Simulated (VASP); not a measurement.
# SnTe (Fm-3m) in VASP: a series of runs

The runs below take SnTe through relaxation of cell and atoms, with r2SCAN.

Everything below comes from runs of VASP 6.6.1. Logs are shortened: lines on timing, memory, paths and dates and some standing lists are left out, and cuts for length are marked.

### Step 1. Starting point

It takes space group Fm-3m (No. 225, cubic). The conventional cell has a = 6.302 Å, b = 6.302 Å, c = 6.302 Å, α = 90.00°, β = 90.00°, γ = 90.00°. Sn (site symmetry m-3m) has 6 Te at 3.15 Å as nearest neighbours. Around Te (site symmetry m-3m) lie 6 Sn at 3.15 Å.

### Step 2. Relaxation of cell and atoms, r2SCAN

INCAR

```
SYSTEM = SnTe
ALGO = Normal
EDIFF = 1E-7
EDIFFG = -0.002
ENCUT = 520
IBRION = 2
ISIF = 3
ISMEAR = 0
LASPH = .True.
LCHARG = .False.
LMIXTAU = .True.
LREAL = .False.
LWAVE = .False.
METAGGA = R2SCAN
NELM = 100
NSW = 80
PREC = Accurate
SIGMA = 0.02
```

KPOINTS

```
k-points
0
Gamma
  8 8 8
  0 0 0
```

POSCAR

```
SnTe
1.0
    0.0000000000      3.1508500000      3.1508500000
    3.1508500000      0.0000000000      3.1508500000
    3.1508500000      3.1508500000      0.0000000000
Sn Te
1 1
Direct
    0.0000000000      0.0000000000      0.0000000000
    0.5000000000      0.5000000000      0.5000000000
```

Potentials or basis: VASP PAW PBE potentials, release 64 (Sn_d, Te).

The run is started by

```console
> cat potpaw_PBE.64/Sn_d/POTCAR potpaw_PBE.64/Te/POTCAR > POTCAR
> mpirun -np 1 vasp_std > vasp.out
```

OUTCAR:

```text
SYSTEM = SnTe
   EDIFF = 1E-7
   EDIFFG = -0.002
   ENCUT = 520
   IBRION = 2
   ISIF = 3
   ISMEAR = 0
   LASPH = .True.
   LREAL = .False.
   METAGGA = R2SCAN
   NELM = 100
   NSW = 80
   PREC = Accurate

 ion  position               nearest neighbor table
   1  0.000  0.000  0.000-   2 3.15   2 3.15   2 3.15   2 3.15   2 3.15   2 3.15
   2  0.500  0.500  0.500-   1 3.15   1 3.15   1 3.15   1 3.15   1 3.15   1 3.15

  LATTYP: Found a face centered cubic cell.
 ALAT       =     6.3017000000

  Lattice vectors:

 A1 = (   0.0000000000,   3.1508500000,   3.1508500000)
 A2 = (   3.1508500000,   0.0000000000,   3.1508500000)
 A3 = (   3.1508500000,   3.1508500000,   0.0000000000)

Analysis of symmetry for initial positions (statically):
=====================================================================
 Subroutine PRICEL returns:
 Original cell was already a primitive cell.

 Routine SETGRP: Setting up the symmetry group for a
 face centered cubic supercell.

 Subroutine GETGRP returns: Found 48 space group operations
 (whereof 48 operations were pure point group operations)
 out of a pool of 48 trial point group operations.

The static configuration has the point symmetry O_h .

Analysis of symmetry for dynamics (positions and initial velocities):
=====================================================================
 Subroutine PRICEL returns:
 Original cell was already a primitive cell.

 Routine SETGRP: Setting up the symmetry group for a
 face centered cubic supercell.

 Subroutine GETGRP returns: Found 48 space group operations
 (whereof 48 operations were pure point group operations)
 out of a pool of 48 trial point group operations.

The dynamic configuration has the point symmetry O_h .

 Subroutine INISYM returns: Found 48 space group operations
 (whereof 48 operations are pure point group operations),
 and found     1 'primitive' translations

----------------------------------------------------------------------------------------

                                     Primitive cell

  volume of cell :      62.5624

  direct lattice vectors                    reciprocal lattice vectors
     0.000000000  3.150850000  3.150850000    -0.158687338  0.158687338  0.158687338
     3.150850000  0.000000000  3.150850000     0.158687338 -0.158687338  0.158687338
     3.150850000  3.150850000  0.000000000     0.158687338  0.158687338 -0.158687338

  length of vectors
     4.455974803  4.455974803  4.455974803     0.274854533  0.274854533  0.274854533

  position of ions in fractional coordinates (direct lattice)
     0.000000000  0.000000000  0.000000000
     0.500000000  0.500000000  0.500000000

  ion indices of the primitive-cell ions
   primitive index   ion index
                 1           1
                 2           2
[... 72 lines left out ...]
   EDIFF  = 0.1E-06   stopping-criterion for ELM
   LREAL  =      F    real-space projection
   EDIFFG = -.2E-02   stopping-criterion for IOM
   NSW    =     80    number of steps for IOM
   IBRION =      2    ionic relax: 0-MD 1-quasi-New 2-CG
   NFREE  =      1    steps in history (QN), initial steepest desc. (CG)
   ISIF   =      3    stress and relaxation
   ISYM   =      2    0-nonsym 1-usesym 2-fastsym
   POTIM  = 0.5000    time-step for ionic-motion
   TEBEG  =    0.0;   TEEND  =   0.0 temperature during run
   PSTRESS=    0.0 pullay stress
   NELECT =      20.0000    total number of electrons
   NUPDOWN=      -1.0000    fix difference up-down
   EMIN   =  10.00;   EMAX   =-10.00  energy-range for DOS
   EFERMI =   0.00;   METHOD = LEGACY
   ISMEAR =     0;   SIGMA  =   0.02  broadening in eV -4-tet -1-fermi 0-gaus
   EFERMI_NEDOS =   21; number of points for ismear=-14 and -15
   IALGO  =     38    algorithm
   IMIX   =      4    mixing-type and parameters
     AMIX     =   0.40;   BMIX     =  1.00
     AMIX_MAG =   1.60;   BMIX_MAG =  1.00
  volume/ion in A,a.u.               =      31.28       211.10
  Fermi-wavevector in a.u.,A,eV,Ry     =   1.119387  2.115336 17.048485  1.253028
  Thomas-Fermi vector in A             =   2.256026
   LORBIT       =      0    0 simple, 1 ext, 2 COOP (PROOUT), +10 PAW based schemes
   METAGGA = R2SCAN    functional components
   LHFCALC =     F    Hartree Fock is set to
   AEXX    =    0.0000 exact exchange contribution
   IVDW    =     0    specifies the selected vdW correction
   LEPSILON=     F    determine dielectric tensor
   LRPA    =     F    only Hartree local field effects (RPA)
 conjugate gradient relaxation of ions
 non-spin polarized calculation
 Gauss-broadening in eV      SIGMA  =   0.02
  energy-cutoff  :      520.00
  volume of cell :       62.56
 maximum number of plane-waves:      1708
 NGX is ok and might be reduce to    36
   NGX = 17   NGY = 17   NGZ = 17

--------------------------------------- Ionic step        1  -------------------------------------------

 number of electron      19.9999998 magnetization

 Free energy of the ion-electron system (eV)
  ---------------------------------------------------
  ext. energy  EPLUGINS =         0.00000000
  ---------------------------------------------------
  free energy    TOTEN  =       -50.67482161 eV

  energy without entropy =      -50.67472539  energy(sigma->0) =      -50.67477350

 E-fermi :   7.1239     XC(G=0): -10.0675

 val. band max:        7.1083429428   @ k =   0.5000   0.0000   0.0000
 cond. band min:       7.1394698943   @ k =   0.5000   0.0000   0.0000
 fundamental gap:      0.0311269516
 Fermi energy:         7.1239064185

 k-point     1 :       0.0000    0.0000    0.0000
  band No.  band energies     occupation
      1     -15.7417      2.00000
      2     -15.7417      2.00000
      3     -15.7308      2.00000
      4     -15.7308      2.00000
      5     -15.7308      2.00000
      6      -6.4800      2.00000
      7       2.2860      2.00000
      8       4.5309      2.00000
      9       4.5309      2.00000
     10       4.5309      2.00000
     11      10.4584      0.00000
     12      10.4584      0.00000
     13      10.4584      0.00000
     14      11.9834      0.00000
[... 462 lines left out ...]
--------------------------------------- Ionic step        3  -------------------------------------------

 number of electron      20.0000002 magnetization

 Free energy of the ion-electron system (eV)
  ---------------------------------------------------
  ext. energy  EPLUGINS =         0.00000000
  ---------------------------------------------------
  free energy    TOTEN  =       -50.68563296 eV

  energy without entropy =      -50.68563296  energy(sigma->0) =      -50.68563296

 E-fermi :   6.6586     XC(G=0):  -9.9029

 val. band max:        6.5899920421   @ k =   0.5000   0.0000   0.0000
 cond. band min:       6.7272307727   @ k =   0.5000   0.0000   0.0000
 fundamental gap:      0.1372387307
 Fermi energy:         6.6585972418

 k-point     1 :       0.0000    0.0000    0.0000
  band No.  band energies     occupation
      1     -16.1585      2.00000
      2     -16.1585      2.00000
      3     -16.1499      2.00000
      4     -16.1499      2.00000
      5     -16.1499      2.00000
      6      -6.6459      2.00000
      7       1.7106      2.00000
      8       4.2022      2.00000
      9       4.2022      2.00000
     10       4.2022      2.00000
     11       9.9528      0.00000
     12       9.9529      0.00000
     13       9.9529      0.00000
     14      11.6222      0.00000
[... 420 lines left out ...]
  FREE ENERGIE OF THE ION-ELECTRON SYSTEM (eV)
  ---------------------------------------------------
  free  energy   TOTEN  =       -50.6856329642 eV

  energy  without entropy=      -50.6856329628  energy(sigma->0) =      -50.68563296

 reached required accuracy - stopping structural energy minimisation
```

OSZICAR:

```text
N       E                     dE             d eps       ncg     rms          rms(c)
DAV:   1     0.810355345743E+02    0.81036E+02   -0.98975E+03   812   0.168E+03
DAV:   2    -0.430200007652E+02   -0.12406E+03   -0.12167E+03   848   0.376E+02
DAV:   3    -0.534792929494E+02   -0.10459E+02   -0.10320E+02  1028   0.101E+02
DAV:   4    -0.537486924468E+02   -0.26940E+00   -0.26929E+00   940   0.177E+01
[... 46 lines left out ...]
DAV:   9    -0.506856288260E+02   -0.23271E-05   -0.11788E-05   812   0.402E-02    0.279E-03
DAV:  10    -0.506856325420E+02   -0.37160E-05   -0.11055E-06   836   0.150E-02    0.182E-03
DAV:  11    -0.506856320979E+02    0.44420E-06   -0.15497E-07   616   0.613E-03    0.116E-03
DAV:  12    -0.506856328843E+02   -0.78646E-06   -0.38661E-07   812   0.855E-03    0.101E-03
DAV:  13    -0.506856329642E+02   -0.79893E-07   -0.29778E-08   406   0.259E-03
   3 F= -.50685633E+02 E0= -.50685633E+02  d E =-.108114E-01
```

CONTCAR:

```text
SnTe
   1.00000000000000
     0.0000000000000000    3.1870109829603868    3.1870109829603868
     3.1870109829603868    0.0000000000000000    3.1870109829603868
     3.1870109829603868    3.1870109829603868   -0.0000000000000000
  Sn              Te
     1     1
Direct
     0.0000000000000000    0.0000000000000000    0.0000000000000000
     0.5000000000000000    0.5000000000000000    0.5000000000000000

  0.00000000E+00  0.00000000E+00  0.00000000E+00
  0.00000000E+00  0.00000000E+00  0.00000000E+00
```

It took 2.8 min on 1 thread of Intel Xeon 6975P-C (Granite Rapids), shared host; peak memory 0.24 GiB.

What came out:

```
Free energy                            : -50.6856 eV
Relaxed volume                         : 32.37 Å³/atom
Relaxed cell                           : a = 4.507 Å, b = 4.507 Å, c = 4.507 Å, α = 60.00°, β = 60.00°, γ = 60.00°
Space group after relaxing (to 0.05 Å) : Fm-3m (No. 225)
Energy gained by relaxing              : 5.4 meV/atom
Ionic steps                            : 3
Pressure after relaxing                : 0.0 GPa
Band gap on the k mesh                 : 0.14 eV, direct
```

Step by step:
```tsv
step	energy change (eV)	largest force (eV/Å)	pressure (GPa)	volume (Å³)
1	0.0000	0.0000	1.63	62.56
2	-0.0096	0.0000	-0.50	65.49
3	-0.0108	0.0000	0.00	64.74
```

Final structure:
```yaml
crystal:
  lattice:
    - [0.00000, 3.18701, 3.18701]
    - [3.18701, 0.00000, 3.18701]
    - [3.18701, 3.18701, 0.00000]
  atoms:
    - { symbol: Sn, position: [0.00000, 0.00000, 0.00000] }
    - { symbol: Te, position: [0.50000, 0.50000, 0.50000] }
```

Caveat: the PAW data sets were made with another functional, which shifts forces and pressure a little; spin-orbit coupling is left out, which moves the levels of the heavy elements. Zero-point motion and thermal expansion aren't in these numbers.

### Step 3. Relaxation of cell and atoms, r2SCAN

This run uses another cell than the first one, of 32.37 Å³/atom, 1.035 times its volume.

INCAR is that of step 2.

KPOINTS is that of step 2.

POSCAR

```
SnTe                                    
1.0
    0.0000000000      3.1870109830      3.1870109830
    3.1870109830      0.0000000000      3.1870109830
    3.1870109830      3.1870109830     -0.0000000000
  Sn              Te            
     1     1
Direct
     0.0000000000000000    0.0000000000000000    0.0000000000000000
     0.5000000000000000    0.5000000000000000    0.5000000000000000
```

Potentials or basis: VASP PAW PBE potentials, release 64 (Sn_d, Te).

The run is started by

```console
> cat potpaw_PBE.64/Sn_d/POTCAR potpaw_PBE.64/Te/POTCAR > POTCAR
> mpirun -np 1 vasp_std > vasp.out
```

OUTCAR:

```text
SYSTEM = SnTe
   EDIFF = 1E-7
   EDIFFG = -0.002
   ENCUT = 520
   IBRION = 2
   ISIF = 3
   ISMEAR = 0
   LASPH = .True.
   LREAL = .False.
   METAGGA = R2SCAN
   NELM = 100
   NSW = 80
   PREC = Accurate

 ion  position               nearest neighbor table
   1  0.000  0.000  0.000-   2 3.19   2 3.19   2 3.19   2 3.19   2 3.19   2 3.19
   2  0.500  0.500  0.500-   1 3.19   1 3.19   1 3.19   1 3.19   1 3.19   1 3.19

  LATTYP: Found a face centered cubic cell.
 ALAT       =     6.3740219660

  Lattice vectors:

 A1 = (   0.0000000000,   3.1870109830,   3.1870109830)
 A2 = (   3.1870109830,   0.0000000000,   3.1870109830)
 A3 = (   3.1870109830,   3.1870109830,   0.0000000000)

Analysis of symmetry for initial positions (statically):
=====================================================================
 Subroutine PRICEL returns:
 Original cell was already a primitive cell.

 Routine SETGRP: Setting up the symmetry group for a
 face centered cubic supercell.

 Subroutine GETGRP returns: Found 48 space group operations
 (whereof 48 operations were pure point group operations)
 out of a pool of 48 trial point group operations.

The static configuration has the point symmetry O_h .

Analysis of symmetry for dynamics (positions and initial velocities):
=====================================================================
 Subroutine PRICEL returns:
 Original cell was already a primitive cell.

 Routine SETGRP: Setting up the symmetry group for a
 face centered cubic supercell.

 Subroutine GETGRP returns: Found 48 space group operations
 (whereof 48 operations were pure point group operations)
 out of a pool of 48 trial point group operations.

The dynamic configuration has the point symmetry O_h .

 Subroutine INISYM returns: Found 48 space group operations
 (whereof 48 operations are pure point group operations),
 and found     1 'primitive' translations

----------------------------------------------------------------------------------------
[... 120 lines left out ...]
   AEXX    =    0.0000 exact exchange contribution
   IVDW    =     0    specifies the selected vdW correction
   LEPSILON=     F    determine dielectric tensor
   LRPA    =     F    only Hartree local field effects (RPA)
 conjugate gradient relaxation of ions
 non-spin polarized calculation
 Gauss-broadening in eV      SIGMA  =   0.02
  energy-cutoff  :      520.00
  volume of cell :       64.74
 maximum number of plane-waves:      1807
 NGX is ok and might be reduce to    36
   NGX = 17   NGY = 17   NGZ = 17

 number of electron      20.0000002 magnetization

 Free energy of the ion-electron system (eV)
  ---------------------------------------------------
  ext. energy  EPLUGINS =         0.00000000
  ---------------------------------------------------
  free energy    TOTEN  =       -50.68625125 eV

  energy without entropy =      -50.68625125  energy(sigma->0) =      -50.68625125

 E-fermi :   6.6586     XC(G=0):  -9.9028

 val. band max:        6.5899700931   @ k =   0.5000   0.0000   0.0000
 cond. band min:       6.7272646157   @ k =   0.5000   0.0000   0.0000
 fundamental gap:      0.1372945226
 Fermi energy:         6.6586310929

 k-point     1 :       0.0000    0.0000    0.0000
  band No.  band energies     occupation
      1     -16.1586      2.00000
      2     -16.1586      2.00000
      3     -16.1500      2.00000
      4     -16.1500      2.00000
      5     -16.1500      2.00000
      6      -6.6459      2.00000
      7       1.7106      2.00000
      8       4.2022      2.00000
      9       4.2022      2.00000
     10       4.2022      2.00000
     11       9.9528      0.00000
     12       9.9529      0.00000
     13       9.9529      0.00000
     14      11.6222      0.00000
[... 377 lines left out ...]
      1     -16.1668      2.00000
      2     -16.1610      2.00000
      3     -16.1472      2.00000
      4     -16.1454      2.00000
      5     -16.1426      2.00000
      6      -5.1915      2.00000
      7      -1.6492      2.00000
      8       2.6584      2.00000
      9       3.0407      2.00000
     10       5.4746      2.00000
     11       7.1119      0.00000
     12       9.5391      0.00000
     13      10.1582      0.00000
     14      12.8892      0.00000

 [... further k-points ...]
[... 5 lines left out ...]
  --------------------------------------------------------------------------------------
  -------------------------------------------------------------------------------------
  Total        0.0001029      0.0001029      0.0001029      0.0000000      0.0000000     -0.0000000
  in kB        0.0025468      0.0025468      0.0025468      0.0000000      0.0000000     -0.0000000
  external PRESSURE =       0.0025468 kB  Pullay stress =       0.0000000 kB

 VOLUME and BASIS-vectors are now :
 -----------------------------------------------------------------------------
  energy-cutoff  :      520.00
  volume of cell :       64.74
      direct lattice vectors                 reciprocal lattice vectors
     0.000000000  3.187010983  3.187010983    -0.156886814  0.156886814  0.156886814
     3.187010983  0.000000000  3.187010983     0.156886814 -0.156886814  0.156886814
     3.187010983  3.187010983  0.000000000     0.156886814  0.156886814 -0.156886814

 POSITION                                       TOTAL-FORCE (eV/Angst)
 -----------------------------------------------------------------------------------
      0.00000      0.00000      0.00000         0.000000     -0.000000      0.000000
      3.18701      3.18701      3.18701        -0.000000      0.000000     -0.000000
 -----------------------------------------------------------------------------------
    total drift:                               -0.000000      0.000000      0.000000

  FREE ENERGIE OF THE ION-ELECTRON SYSTEM (eV)
  ---------------------------------------------------
  free  energy   TOTEN  =       -50.6862512495 eV

  energy  without entropy=      -50.6862512481  energy(sigma->0) =      -50.68625125

 reached required accuracy - stopping structural energy minimisation
```

OSZICAR:

```text
N       E                     dE             d eps       ncg     rms          rms(c)
DAV:   1     0.812486923432E+02    0.81249E+02   -0.98843E+03   818   0.170E+03
DAV:   2    -0.424155928984E+02   -0.12366E+03   -0.12143E+03   848   0.383E+02
DAV:   3    -0.535089444037E+02   -0.11093E+02   -0.10922E+02  1076   0.102E+02
DAV:   4    -0.537834724663E+02   -0.27453E+00   -0.27446E+00   884   0.179E+01
[... 14 lines left out ...]
DAV:  19    -0.506862508426E+02   -0.28605E-06   -0.96711E-07   812   0.118E-02    0.626E-03
DAV:  20    -0.506862510767E+02   -0.23413E-06   -0.10674E-07   568   0.319E-03    0.430E-03
DAV:  21    -0.506862509564E+02    0.12030E-06   -0.17950E-08   424   0.217E-03    0.357E-03
DAV:  22    -0.506862512275E+02   -0.27110E-06   -0.14906E-07   466   0.301E-03    0.669E-04
DAV:  23    -0.506862512495E+02   -0.21979E-07   -0.37076E-08   406   0.145E-03
   1 F= -.50686251E+02 E0= -.50686251E+02  d E =-.506863E+02
```

CONTCAR:

```text
SnTe
   1.00000000000000
     0.0000000000000000    3.1870109830000000    3.1870109830000000
     3.1870109830000000    0.0000000000000000    3.1870109830000000
     3.1870109830000000    3.1870109830000000    0.0000000000000000
  Sn              Te
     1     1
Direct
     0.0000000000000000    0.0000000000000000    0.0000000000000000
     0.5000000000000000    0.5000000000000000    0.5000000000000000

  0.00000000E+00  0.00000000E+00  0.00000000E+00
  0.00000000E+00  0.00000000E+00  0.00000000E+00
```

Run time: 68 s. Hardware: 1 thread of Intel Xeon 6975P-C (Granite Rapids), shared host; peak memory 0.23 GiB.

Results:

```yaml
Free_energy: -50.6863 eV
Pressure_after_relaxing: 0.0 GPa
Band_gap_on_the_k_mesh: 0.14 eV, direct
```

Final structure:
```cif
data_structure
_symmetry_space_group_name_H-M 'P 1'
_symmetry_Int_Tables_number 1
_cell_length_a 4.5071
_cell_length_b 4.5071
_cell_length_c 4.5071
_cell_angle_alpha 60.000
_cell_angle_beta 60.000
_cell_angle_gamma 60.000
_cell_volume 64.74
loop_
_atom_site_label
_atom_site_type_symbol
_atom_site_fract_x
_atom_site_fract_y
_atom_site_fract_z
_atom_site_occupancy
Sn1 Sn 0.00000 0.00000 0.00000 1
Te1 Te 0.50000 0.50000 0.50000 1
```

Levels at points of the mesh, in eV from the valence-band top:
| k point | band 6 | band 7 | band 8 | band 9 | band 10 | band 11 | band 12 | band 13 | band 14 |
| --- | --- | --- | --- | --- | --- | --- | --- | --- | --- |
| (0.00, 0.00, 0.00) | -13.24 | -4.88 | -2.39 | -2.39 | -2.39 | 3.36 | 3.36 | 3.36 | 5.03 |
| (0.50, 0.00, 0.00) | -11.96 | -8.62 | -2.03 | -2.03 | 0.00 | 0.14 | 0.33 | 0.33 | 8.13 |
| (0.50, 0.50, 0.00) | -11.67 | -6.74 | -5.73 | -3.95 | -3.95 | 2.45 | 4.94 | 4.94 | 6.45 |

Caveat: the relaxation stopped at its first step, so nothing moved; the PAW data sets were made with another functional, which shifts forces and pressure a little; spin-orbit coupling is left out, which moves the levels of the heavy elements. A k mesh can miss the band edges.
